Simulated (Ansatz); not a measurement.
# Ga2O3: the cost of one run

Computed with Ansatz 0.2.0 (DFT, PBE, plane-wave PAW, default files, scalar-relativistic, as far as a step names no other, unless a step's input says otherwise).

## Step 1: The structure to begin with

The structure is monoclinic, space group C2/m (No. 12). The conventional cell has a = 12.214 Å, b = 3.037 Å, c = 5.798 Å, α = 90.00°, β = 103.83°, γ = 90.00°. Around Ga (site symmetry m) lie 4 O at 1.83 to 1.86 Å. Around Ga (site symmetry m) lie 6 O at 1.94 to 2.07 Å. O (site symmetry m) is surrounded by 3 Ga at 1.83 to 1.94 Å. O (site symmetry m) has 4 Ga at 1.86 to 2.07 Å as nearest neighbours.

Structure file:

```cif
data_structure
_symmetry_space_group_name_H-M 'C2/m'
_symmetry_Int_Tables_number 12
_cell_length_a 12.2140
_cell_length_b 3.0371
_cell_length_c 5.7981
_cell_angle_alpha 90.000
_cell_angle_beta 103.830
_cell_angle_gamma 90.000
_cell_volume 208.85
loop_
_atom_site_label
_atom_site_type_symbol
_atom_site_symmetry_multiplicity
_atom_site_Wyckoff_symbol
_atom_site_fract_x
_atom_site_fract_y
_atom_site_fract_z
_atom_site_occupancy
Ga1 Ga 4 i 0.09050 0.00000 0.79460 1
Ga2 Ga 4 i 0.15866 0.50000 0.31402 1
O1 O 4 i 0.16450 0.00000 0.10980 1
O2 O 4 i 0.17330 0.00000 0.56320 1
O3 O 4 i 0.49590 0.00000 0.25660 1
```

The earlier run gave: gap on the mesh 2.43 eV, largest force 0.219 eV/Å, pressure 9.6 GPa.

Site by site (atoms counted from 1):

```tsv
site	atoms	first shell	V_zz (10²¹ V/m²)	η	C_Q (MHz)
Ga1	1, 2	4 O at 1.83–1.86 Å; also 3 O at 3.28–3.29 Å	3.81	0.78	9.86 (⁷¹Ga)
Ga3	3, 4	6 O at 1.94–2.07 Å	2.70	0.13	6.99 (⁷¹Ga)
O5	5, 6	3 Ga at 1.83–1.94 Å; also 3 Ga at 3.28–3.29 Å	-8.52	0.41	5.27 (¹⁷O)
O7	7, 8	4 Ga at 1.86–2.07 Å	4.00	0.09	-2.48 (¹⁷O)
O9	9, 10	3 Ga at 1.83–1.94 Å	-11.05	0.04	6.84 (¹⁷O)
```

V_zz is the principal component of the electric field gradient with the largest magnitude, η = (V_xx − V_yy)/V_zz and C_Q = eQV_zz/h. Q values from Pyykkö, Mol. Phys. 116, 1328 (2018).

## Step 2: Ions relaxed at fixed cell

Input file input.yaml:

```yaml
crystal:
  lattice:
    - [6.107, -1.51855, 0.0]
    - [6.107, 1.51855, 0.0]
    - [-1.3859888959, 0.0, 5.630008738]
  atoms:
    - { symbol: Ga, position: [0.0905, 0.0905, 0.7946] }
    - { symbol: Ga, position: [0.9095, 0.9095, 0.2054] }
    - { symbol: Ga, position: [0.65866, 0.65866, 0.31402] }
    - { symbol: Ga, position: [0.34134, 0.34134, 0.68598] }
    - { symbol: O, position: [0.1645, 0.1645, 0.1098] }
    - { symbol: O, position: [0.8355, 0.8355, 0.8902] }
    - { symbol: O, position: [0.1733, 0.1733, 0.5632] }
    - { symbol: O, position: [0.8267, 0.8267, 0.4368] }
    - { symbol: O, position: [0.4959, 0.4959, 0.2566] }
    - { symbol: O, position: [0.5041, 0.5041, 0.7434] }
kpoints:
  mp_grid: { grid: [10, 10, 6] }
scf:
  occupations: { method: fermi_dirac, width: 0.02 }
hamiltonian:
  xc: pbe
  pseudopotentials: { kind: paw }
output:
  forces: true
  stress: true
  populations: true
  efg:
    quadrupole_moments_barn: { Ga: 0.107, O: -0.02558 }
    contact_densities: true
relax:
  f_tol: 0.02
  max_steps: 60
```

Run with:

```sh
$ ansatz run input.yaml --threads 4 --pin off --max-ram 8192MiB --backend cpu --events-out ev --progress --plain --runs-dir out
```

**Question.** How long does this run take on 4 threads of AMD EPYC 9R14 (Zen 4), shared host, and how much memory does it need?

About 23 s, with a peak of 1.1 GiB.
